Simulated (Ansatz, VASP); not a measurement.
# One calculation of NaH, two programs

File POSCAR:

```
NaH
1.0
    2.9551240000      0.0000000000      0.0000000000
    0.0000000000      2.9551240000      0.0332451450
    0.0000000000      0.0332451450      2.9551240000
Na H
1 1
Direct
    0.0000000000      0.0000000000      0.0000000000
    0.5000000000      0.5000000000      0.5000000000
```

File INCAR.step1:

```
SYSTEM = NaH
  PREC = Accurate
  ENCUT = 520
  ISMEAR = 0
  SIGMA = 0.05
  LREAL = .False.
  LASPH = .True.
  NELM = 100
  NBANDS = 11
  GGA = PE
  ALGO = Normal
  EDIFF = 1E-4
  LWAVE = .True.
  LCHARG = .False.
```

Contents of INCAR.step2:

```
SYSTEM = NaH
  PREC = Accurate
  ENCUT = 520
  EDIFF = 1E-7
  ISMEAR = 0
  SIGMA = 0.05
  LREAL = .False.
  LASPH = .True.
  NELM = 100
  ALGO = Normal
  ISIF = 2
  LWAVE = .False.
  LCHARG = .True.
  METAGGA = R2SCAN
  LMIXTAU = .True.
  LELF = .True.
  LVHAR = .True.
  NBANDS = 11
  ISTART = 1
```

The input KPOINTS:

```
Automatic mesh
0
Gamma
  10 10 10
  0 0 0
```

Input for Ansatz:

```yaml
crystal:
  lattice:
    - [2.955124, 0.0, 0.0]
    - [0.0, 2.955124, 0.033245145]
    - [0.0, 0.033245145, 2.955124]
  atoms:
    - { symbol: Na, position: [0.0, 0.0, 0.0] }
    - { symbol: H, position: [0.5, 0.5, 0.5] }
basis:
  ecutwfc: 500
kpoints:
  mp_grid: { grid: [10, 10, 10] }
hamiltonian:
  xc: r2scan
scf:
  occupations: { method: gaussian, width: 0.05 }
output:
  forces: true
  stress: true
  eigenvalues: true
```

Change from the starting cell: strain +0.0225 x Voigt [0, 0, 0, 1, 0, 0], atoms carried along.

Alike in both runs: task single point; functional r2SCAN; k mesh 10 × 10 × 10; occupations gaussian, width 0.05 eV; no spin polarisation.

|  | VASP | Ansatz |
| --- | --- | --- |
| version | VASP 6.6.1 | Ansatz 0.2.0 |
| potentials or method | VASP PAW PBE potentials, release 64 (Na_pv, H) | scalar-relativistic, plane waves, PAW |
| plane-wave cutoff (eV) | 520 | 500 |
| valence electrons in the cell | 8 | 10 |

Ansatz gave:

| Item | Value |
| --- | --- |
| gap on the k mesh at the Fermi level (eV) | 1.60 |
| least direct gap on the mesh (eV) | 5.09 |
| pressure (GPa) | -0.5 |
| largest component of the traceless stress (GPa) | 0.11 |

Question: Estimate VASP's values.

Answer: gap on the k mesh at the Fermi level (eV): 1.61; least direct gap on the mesh (eV): 5.10; pressure (GPa): -0.9; largest component of the traceless stress (GPa): 0.11.

The two sets of potentials don't hold the same shells in valence.

Caveats: the PAW data sets were made with another functional, which shifts forces and pressure a little (VASP). A k mesh can miss the band edges.
